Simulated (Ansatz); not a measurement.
## Structure relaxation of Cd

Level of theory: Ansatz 0.2.0, DFT PBE, scalar-relativistic, plane waves, PAW. Cutoff 420 eV, Γ-centred k mesh, Gaussian smearing, no spin polarisation in the final step.

The start puts Cd on the simple hexagonal structure type (P6/mmm, No. 191), at a guessed volume.

```yaml
crystal:
  lattice:
    - [3.00508, 0.00000, 0.00000]
    - [-1.50254, 2.60248, 0.00000]
    - [0.00000, 0.00000, 2.80787]
  atoms:
    - { symbol: Cd, position: [0.00000, 0.00000, 0.00000] }
```

Cell and atoms relax at zero pressure; the relaxation can't lower the symmetry of the start. After a coarse first stage the cell is made exact in the group found at 0.06 Å.

Energies count from the standard state of Cd at the same level.

Question: Which crystal results?

Answer: It keeps P6/mmm (No. 191). The result has the simple hexagonal structure. Conventional cell: a = 3.042 Å, c = 3.152 Å. Cd is coordinated by 8 Cd at 3.04–3.15 Å.

```
Cd
1.0
     3.04183    0.00000    0.00000
    -1.52092    2.63430    0.00000
     0.00000    0.00000    3.15155
Cd
1
Direct
  0.00000 0.00000 0.00000
```

Question: What are its volume, energy, density and gap?

Answer: The volume per atom is 25.25 Å³, the density is 7.39 g/cm³ and the energy over the standard structure is 0.07 eV/atom. The gap on the 21×21×18 mesh is 0 eV (a metal).

The final run used a 21×21×18 mesh on its 1-atom cell and 0.10 eV smearing. For metals, differences of a few meV/atom aren't resolved. Symmetry constrained the relaxation, so the result can be a saddle point. The steps took of the order of 40 core-seconds in all.

This form isn't the element's structure at ambient conditions.